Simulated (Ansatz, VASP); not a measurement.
# Two plane-wave programs on CsSnI3

```
CELL_PARAMETERS angstrom
6.20570 0.00000 0.00000
0.00000 6.20570 0.00000
0.00000 0.00000 6.20570
ATOMIC_POSITIONS crystal
Cs 0.00000 0.00000 0.00000
I 0.50000 0.50000 0.00000
I 0.50000 0.00000 0.50000
I 0.00000 0.50000 0.50000
Sn 0.50000 0.50000 0.50000
```

Alike in both runs: task relaxation of cell and atoms; functional PBE; k mesh 4 × 4 × 4; occupations fermi-dirac, width 0.05 eV; no spin polarisation.

```csv
,VASP,Ansatz
version,VASP 6.6.1,Ansatz 0.2.0
potentials or method,"VASP PAW PBE potentials, release 64 (Cs_sv_GW, I_GW, Sn_d_GW)",Ansatz PAW
plane-wave cutoff (eV),600,420
valence electrons in the cell,44,74
```

```csv
,VASP,Ansatz,Ansatz less VASP
"gap on the k mesh at the Fermi level, each at its own relaxed structure (eV)",0.49,0.50,+0.007
relaxed volume (Å³/atom),49.99,50.01,+0.016
relaxed cell length with the largest relative difference (Å),6.299,6.300,+0.0007
energy change over the relaxation (meV/atom),-5,-6,-0.6
```

The two sets of potentials don't hold the same shells in valence.

Caveats: spin-orbit coupling is left out, which moves the levels of the heavy elements; the plane-wave basis is chosen anew once the cell has moved, so the energies of steps on either side of that aren't comparable (Ansatz). A k mesh can miss the band edges. A hybrid or GW would open this gap; PBE tends to underestimate it.
